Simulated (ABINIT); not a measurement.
# SiC (P6_3mc) in ABINIT: notebook

Aim: see how the results for SiC move with the level of theory and the settings. Levels: revPBE, r2SCAN. Tasks: relaxation of cell and atoms, single point.

Program: ABINIT 10.8.3 (patched build). These are calculated values, not measurements. Logs are shortened: lines on timing, memory, paths and dates and some standing lists are left out, and cuts for length are marked. The log counts tension as positive stress, the text compression.

### Step 1. The structure

Symmetry: P6_3mc, No. 186, hexagonal system. Conventional cell: a = 3.076 Å, b = 3.076 Å, c = 10.071 Å, α = 90.00°, β = 90.00°, γ = 120.00°. Si (site symmetry 3m) has 4 C at 1.88 to 1.89 Å as nearest neighbours. Around Si (site symmetry 3m) lie 4 C at 1.88 to 1.89 Å. C (site symmetry 3m) has 4 Si at 1.88 to 1.89 Å as nearest neighbours. C (site symmetry 3m) has 4 Si at 1.88 to 1.89 Å as nearest neighbours.

The cell is a database's computed one.

### Step 2. Relaxation of cell and atoms, revPBE

run.abi

```
# Pseudopotentials
pp_dirpath "./"
pseudos "Si.GGA_PBE-JTH.xml, C.GGA_PBE-JTH.xml"

# Structure
acell 3*1.0
rprim
     5.8122195860     0.0000000000     0.0000000000
    -2.9061097929     5.0335298139     0.0000000000
     0.0000000000     0.0000000000    19.0307637451
ntypat 2
znucl 14 6
natom 8
typat 1 1 1 1 2 2 2 2
xred
     0.0000000000     0.0000000000     0.1878943800
     0.0000000000     0.0000000000     0.6878943800
     0.3333333333     0.6666666667     0.4378419800
     0.6666666667     0.3333333333     0.9378419800
     0.0000000000     0.0000000000     0.0004600500
     0.0000000000     0.0000000000     0.5004600500
     0.3333333333     0.6666666667     0.2498025900
     0.6666666667     0.3333333333     0.7498025900
chkprim 0
chksymtnons 0
tolsym 1.0e-6

# Plane-wave basis
ecut 19.0
pawecutdg 38.0
pawxcdev 0
pawovlp -1

# k points
kptopt 1
ngkpt 10 10 3
nshiftk 1
shiftk 0.0 0.0 0.0

# Exchange and correlation
ixc 14

# Bands and occupations
nband 21
occopt 3
tsmear 0.00183747

# SCF cycle
nstep 100
tolvrs 1.0e-9

# Output
iomode 3
prtwf 0
prtden 0
prteig 0
prtebands 0
enunit 1

# Relaxation
ionmov 22
ntime 60
tolmxf 0.0001
optcell 2
dilatmx 1.08
ecutsm 0.5
```

Potentials or basis: JTH PAW PBE v2.0.

Command:

```console
> abinit run.abi > log 2>&1
```

run.abo:

```text
.Version 10.8.3 of ABINIT
 Symmetries : space group P6_3 m c (#186); Bravais hP (primitive hexag.)
================================================================================
 Values of the parameters that define the memory need of the present run
     intxc =       0    ionmov =      22      iscf =      17    lmnmax =       8
     lnmax =       4     mgfft =      90  mpssoang =       2    mqgrid =    5704
     natom =       8  nloc_mem =       2    nspden =       1   nspinor =       1
    nsppol =       1      nsym =      12    n1xccc =       1    ntypat =       2
    occopt =       3   xclevel =       2
       mpw =        2800          nfft =       65610          nkpt =          28
 PAW method is used; the additional fine FFT grid is defined by:
   mgfftf=       120    nfftf =    155520
================================================================================
================================================================================

--------------------------------------------------------------------------------
------------- Echo of variables that govern the present computation ------------
--------------------------------------------------------------------------------
 -outvars: echo values of preprocessed input variables --------
            acell      1.0000000000E+00  1.0000000000E+00  1.0000000000E+00 Bohr
              amu      2.80855000E+01  1.20110000E+01
          chkprim           0
      chksymtnons           0
          dilatmx      1.08000000E+00
             ecut      1.90000000E+01 Hartree
           ecutsm      5.00000000E-01 Hartree
           enunit           1
           ionmov          22
              ixc          14
         kptrlatt       10    0    0      0   10    0      0    0    3
          kptrlen      5.70922912E+01
            natom           8
            nband          21
            ngfft          27      27      90
          ngfftdg          36      36     120
             nkpt          28
            nstep         100
             nsym          12
            ntime          60
           ntypat           2
           occopt           3
          optcell           2
        pawecutdg      3.80000000E+01 Hartree
          pawovlp     -1.0000000000E+00
         pawxcdev           0
           prtden           0
        prtebands           0
           prteig           0
            prtwf           0
            rprim      5.8122195860E+00  0.0000000000E+00  0.0000000000E+00
                      -2.9061097929E+00  5.0335298139E+00  0.0000000000E+00
                       0.0000000000E+00  0.0000000000E+00  1.9030763745E+01
          spgroup         186
           tolmxf      1.00000000E-04
           tolsym      1.00000000E-06
           tolvrs      1.00000000E-09
           tsmear      1.83747000E-03 Hartree
            typat      1  1  1  1  2  2  2  2
           useylm           1
           xangst      0.0000000000E+00  0.0000000000E+00  1.8922178753E+00
                       0.0000000000E+00  0.0000000000E+00  6.9275411118E+00
                       3.5278152541E-11  1.7757528441E+00  4.4093517917E+00
                       1.5378470738E+00  8.8787642204E-01  9.4446750283E+00
                       0.0000000000E+00  0.0000000000E+00  4.6330009100E-03
                       0.0000000000E+00  0.0000000000E+00  5.0399562375E+00
                       3.5278152541E-11  1.7757528441E+00  2.5156735720E+00
                       1.5378470738E+00  8.8787642204E-01  7.5509968085E+00
            xcart      0.0000000000E+00  0.0000000000E+00  3.5757735548E+00
                       0.0000000000E+00  0.0000000000E+00  1.3091155427E+01
                       6.6666046531E-11  3.3556865426E+00  8.3324672791E+00
                       2.9061097930E+00  1.6778432713E+00  1.7847849152E+01
                       0.0000000000E+00  0.0000000000E+00  8.7551028609E-03
                       0.0000000000E+00  0.0000000000E+00  9.5241369754E+00
                       6.6666046531E-11  3.3556865426E+00  4.7539340732E+00
                       2.9061097930E+00  1.6778432713E+00  1.4269315946E+01
             xred      0.0000000000E+00  0.0000000000E+00  1.8789438000E-01
                       0.0000000000E+00  0.0000000000E+00  6.8789438000E-01
                       3.3333333333E-01  6.6666666667E-01  4.3784198000E-01
                       6.6666666667E-01  3.3333333333E-01  9.3784198000E-01
                       0.0000000000E+00  0.0000000000E+00  4.6005000000E-04
                       0.0000000000E+00  0.0000000000E+00  5.0046005000E-01
                       3.3333333333E-01  6.6666666667E-01  2.4980259000E-01
                       6.6666666667E-01  3.3333333333E-01  7.4980259000E-01
            znucl       14.00000    6.00000

================================================================================

 chkinp: Checking input parameters for consistency.

================================================================================
[... 1074 lines left out ...]
    8      1.55102663172709     0.89548564334663     7.61376932834166

 cartesian forces (hartree/bohr) at end:
    1      0.00000000000000    -0.00000000000000     0.00000104121026
    2     -0.00000000000000     0.00000000000000     0.00000104121026
    3     -0.00000000000000     0.00000000000000     0.00000605139945
    4      0.00000000000000     0.00000000000000     0.00000605139945
    5     -0.00000000000000     0.00000000000000     0.00000070070006
    6      0.00000000000000     0.00000000000000     0.00000070070006
    7     -0.00000000000000    -0.00000000000000    -0.00000779330977
    8     -0.00000000000000    -0.00000000000000    -0.00000779330977
 frms,max,avg= 2.8712688E-06 7.7933098E-06   0.000E+00  0.000E+00 -1.597E-05 h/b

 cartesian forces (eV/Angstrom) at end:
    1      0.00000000000000    -0.00000000000000     0.00005354118428
    2     -0.00000000000000     0.00000000000000     0.00005354118428
    3     -0.00000000000000     0.00000000000000     0.00031117547127
    4      0.00000000000000     0.00000000000000     0.00031117547127
    5     -0.00000000000000     0.00000000000000     0.00003603144566
    6      0.00000000000000     0.00000000000000     0.00003603144566
    7     -0.00000000000000    -0.00000000000000    -0.00040074810121
    8     -0.00000000000000    -0.00000000000000    -0.00040074810121
 frms,max,avg= 1.4764658E-04 4.0074810E-04   0.000E+00  0.000E+00 -8.215E-04 e/A
 length scales=  5.862031095840  5.862031095833 19.189348309617 bohr
              =  3.102053263419  3.102053263415 10.154565810640 angstroms
 Fermi (or HOMO) energy (eV) =   8.77806   Average Vxc (eV)= -11.28176
 Eigenvalues (   eV  ) for nkpt=  28  k points:
 kpt#   1, nband= 21, wtk=  0.00333, kpt=  0.0000  0.0000  0.0000 (reduced coord)
  -7.70260   -6.54903   -6.51325   -4.23465   -0.85279    3.28635    3.32656    6.45439
   6.45439    6.91734    6.91734    7.05749    7.05749    7.59854    7.64647    7.64647
  12.55340   13.11941   13.64611   13.76422   14.47852
 prteigrs : prtvol=0 or 1, do not print more k-points.

--- !EnergyTerms
iteration_state     : {dtset: 1, itime: 7, icycle: 1, }
comment             : Components of total free energy in Hartree
kinetic             :  2.01261287642333E+01
hartree             :  4.75317479491530E+00
xc                  : -1.84116408714299E+01
Ewald energy        : -4.15239721421662E+01
psp_core            :  2.04115872049011E+00
local_psp           : -1.62634921690505E+01
PAW spherical_terms :  1.04334097551101E+01
internal            : -3.88452331478979E+01
'-kT*entropy'       : -4.10416442854480E-13
total_energy        : -3.88452331478983E+01
total_energy_eV     : -1.05703264300264E+03
...

--- !EnergyTermsDC
iteration_state     : {dtset: 1, itime: 7, icycle: 1, }
comment             : '"Double-counting" decomposition of free energy'
band_energy         :  2.02036566697886E+00
Ewald energy        : -4.15239721421662E+01
psp_core            :  2.04115872049011E+00
xc_dc               : -7.16787827440424E+00
PAW spherical_terms :  5.78509189724377E+00
internal            : -3.88452341318577E+01
'-kT*entropy'       : -4.10416442854480E-13
total_energy_dc     : -3.88452341318581E+01
total_energy_dc_eV  : -1.05703266977755E+03
...

--- !EnergyTermsWithPAWCore
iteration_state     : {dtset: 1, itime: 7, icycle: 1, }
comment             : 'Components of total free energy, including PAW core contributions'
Total energy        : -1.31307905386059E+03
Total energy DC     : -1.31307905484455E+03
Total energy (eV)   : -3.57307013061078E+04
Total energy DC (eV): -3.57307013328827E+04
...

 rms coord change=  1.1338E-05   atom, delta coord (reduced):
     1        0.000000000000     -0.000000000000      0.000020800774
     2        0.000000000000     -0.000000000000      0.000020800774
     3        0.000000000000      0.000000000000      0.000017895150
     4        0.000000000000      0.000000000000      0.000017895150
     5       -0.000000000000      0.000000000000     -0.000023883197
     6       -0.000000000000     -0.000000000000     -0.000023883197
     7        0.000000000000      0.000000000000     -0.000014812726
     8        0.000000000000      0.000000000000     -0.000014812726

 Cartesian components of stress tensor (hartree/bohr^3)
  sigma(1 1)= -8.55052739E-09  sigma(3 2)=  0.00000000E+00
  sigma(2 2)= -8.55059915E-09  sigma(3 1)=  0.00000000E+00
  sigma(3 3)= -4.73059592E-08  sigma(2 1)= -7.10093739E-14

-Cartesian components of stress tensor (GPa)         [Pressure=  6.3164E-04 GPa]
- sigma(1 1)= -2.51565201E-04  sigma(3 2)=  0.00000000E+00
- sigma(2 2)= -2.51567312E-04  sigma(3 1)=  0.00000000E+00
- sigma(3 3)= -1.39178937E-03  sigma(2 1)= -2.08916791E-09

== END DATASET(S) ==============================================================
================================================================================

 -outvars: echo values of variables after computation  --------
            acell      5.8620310958E+00  5.8620310958E+00  1.9189348310E+01 Bohr
           etotal     -3.8845234132E+01
            fcart      1.1483414107E-29 -5.3702613027E-28  1.0412102600E-06
                      -8.0383898746E-29  1.5248890119E-28  1.0412102600E-06
                      -8.0383898746E-29  4.6409665580E-29  6.0513994542E-06
                       1.0335072696E-28  3.6464737240E-28  6.0513994542E-06
                      -8.0383898746E-29  2.5856813680E-28  7.0070005739E-07
                       2.8708535266E-28  4.6409665573E-29  7.0070005739E-07
                      -8.0383898746E-29 -1.6574880564E-28 -7.7933097715E-06
                      -8.0383898746E-29 -1.6574880564E-28 -7.7933097715E-06
            rprim      1.0000000000E+00  0.0000000000E+00  0.0000000000E+00
                      -4.9999999998E-01  8.6602540379E-01  0.0000000000E+00
                       0.0000000000E+00  0.0000000000E+00  1.0000000000E+00
           strten     -8.5505273903E-09 -8.5505991489E-09 -4.7305959226E-08
                       0.0000000000E+00  0.0000000000E+00 -7.1009373908E-14
           xangst      5.9308416173E-28 -9.4979676510E-28  1.9081970700E+00
                       4.9147222637E-28 -2.1215871939E-28  6.9854799753E+00
                       3.5580560318E-11  1.7909712867E+00  4.4462769180E+00
                       1.5510266317E+00  8.9548564335E-01  9.5235598234E+00
                      -1.4727021634E-27  3.1323177827E-28  4.4290845050E-03
                      -2.0376782561E-28 -8.7977712794E-28  5.0817119898E+00
                       3.5580560318E-11  1.7909712867E+00  2.5364864230E+00
                       1.5510266317E+00  8.9548564335E-01  7.6137693283E+00
             xred      1.4415852970E-29 -3.5354996928E-28  1.8791518077E-01
                       1.1894777468E-28 -7.8973430402E-29  6.8791518077E-01
                       3.3333333333E-01  6.6666666667E-01  4.3785987515E-01
                       6.6666666667E-01  3.3333333333E-01  9.3785987515E-01
                      -4.1645245976E-28  1.1659661272E-28  4.3616680295E-04
                      -2.2943106607E-28 -3.2748603490E-28  5.0043616680E-01
                       3.3333333333E-01  6.6666666667E-01  2.4978777727E-01
                       6.6666666667E-01  3.3333333333E-01  7.4978777727E-01
 Calculation completed.
```

It took 6.6 min on 1 thread of Arm Neoverse V2, shared host; peak memory 0.17 GiB.

Results:

```yaml
Free_energy: -1057.0327 eV
Relaxed_volume: 10.58 Å³/atom
Relaxed_cell: a = 3.102 Å, b = 3.102 Å, c = 10.155 Å, α = 90.00°, β = 90.00°, γ = 120.00°
Space_group_after_relaxing_to_0.05_Å: P6_3mc (No. 186)
Energy_gained_by_relaxing: 4.9 meV/atom
Ionic_steps: 7
Pressure_after_relaxing: 0.0 GPa
Band_gap_on_the_k_mesh: 2.24 eV, indirect (least direct gap 3.37 eV)
Valence_electrons_inside_the_program's_atomic_spheres: Si 1.64, 1.65; C 2.57
```

Step by step:
```
step  energy change (eV)  largest force (eV/Å)  pressure (GPa)  volume (Å³)
   1              0.0000                0.0060            5.54        82.50
   2             -0.0346                0.0087            1.80        83.91
   3             -0.0385                0.1226            0.03        84.61
   4             -0.0364                0.2237           -0.68        84.90
   5             -0.0390                0.0744            0.14        84.57
   6             -0.0391                0.0545            0.10        84.58
   7             -0.0393                0.0004            0.00        84.62
```

Final structure:
```
CELL_PARAMETERS angstrom
3.10205 0.00000 0.00000
-1.55103 2.68646 0.00000
0.00000 0.00000 10.15457
ATOMIC_POSITIONS crystal
Si 0.00000 0.00000 0.18792
Si 0.00000 0.00000 0.68792
Si 0.33333 0.66667 0.43786
Si 0.66667 0.33333 0.93786
C 0.00000 0.00000 0.00044
C 0.00000 0.00000 0.50044
C 0.33333 0.66667 0.24979
C 0.66667 0.33333 0.74979
```

Caveat: the PAW data sets were made with another functional, which shifts forces and pressure a little; an odd mesh through Γ misses points on the zone boundary, where band edges often lie. As with any semilocal functional, this revPBE gap is likely too small.

### Step 3. Single point, r2SCAN

run.abi

```
# Pseudopotentials
pp_dirpath "./"
pseudos "Si.GGA_PBE-JTH.xml, C.GGA_PBE-JTH.xml"

# Structure
acell 5.812219586 5.812219586 19.0307637451
rprim
     1.0000000000     0.0000000000     0.0000000000
    -0.5000000000     0.8660254038     0.0000000000
     0.0000000000     0.0000000000     1.0000000000
ntypat 2
znucl 14 6
natom 8
typat 1 1 1 1 2 2 2 2
xcart
     0.0000000000     0.0000000000     3.5757735548
     0.0000000000     0.0000000000    13.0911554274
    -0.0000000002     3.3556865427     8.3324672791
     2.9061097933     1.6778432711    17.8478491516
     0.0000000000     0.0000000000     0.0087551029
     0.0000000000     0.0000000000     9.5241369754
    -0.0000000002     3.3556865427     4.7539340732
     2.9061097933     1.6778432711    14.2693159458

# Plane-wave basis
ecut 625.861884 eV
pawecutdg 45.0

# k points
kptopt 1
ngkpt 13 13 4
nshiftk 1
shiftk 0.0 0.0 0.0

# Exchange and correlation
ixc -497498
usekden 1
pawxcdev 0

# Bands and occupations
nband 21
occopt 3
tsmear 0.05 eV

# SCF cycle
nstep 100
tolvrs 1.0e-7

# Output
iomode 3
prtwf 0
prtden 0
prteig 0
prtebands 0
enunit 1
```

Potentials or basis: JTH PAW PBE v2.0.

Command:

```console
> abinit run.abi > log 2>&1
```

Run time: 18 min. Hardware: 1 thread of Arm Neoverse V1, shared host; peak memory 0.27 GiB.

It converged, with:

| Quantity | Value |
| --- | --- |
| Free energy | -844.5919 eV |
| Pressure | 2.0 GPa |
| Largest force | 0.053 eV/Å |
| Band gap on the k mesh | 2.64 eV, indirect (least direct gap 3.81 eV) |
| Valence electrons inside the program's atomic spheres | Si 1.66; C 2.59, 2.60 |

Forces in eV/Å, atoms in the order of the input:
```
Si   0.000  0.000 -0.019
Si   0.000  0.000 -0.019
Si   0.000  0.000 -0.020
Si   0.000  0.000 -0.020
C    0.000  0.000 -0.014
C    0.000  0.000 -0.014
C    0.000  0.000  0.053
C    0.000  0.000  0.053
```

Stress tensor (GPa, compression positive):
```
2.11 0.00 0.00
0.00 2.11 0.00
0.00 0.00 1.81
```

Levels at points of the mesh, in eV from the valence-band top:
```tsv
k point	band 14	band 15	band 16	band 17	band 18	band 19
(0.00, 0.00, 0.00)	-0.05	0.00	0.00	5.63	6.22	6.81
(0.00, 0.00, 0.50)	-0.22	-0.22	-0.22	5.85	5.85	7.31
```

Caveat: totals of a meta-GGA on PAW files have another zero than those of a GGA; the PAW data sets were made with another functional, which shifts forces and pressure a little; an odd mesh through Γ misses points on the zone boundary, where band edges often lie. r2SCAN opens gaps a little over a GGA but as a rule still falls short of measured ones.
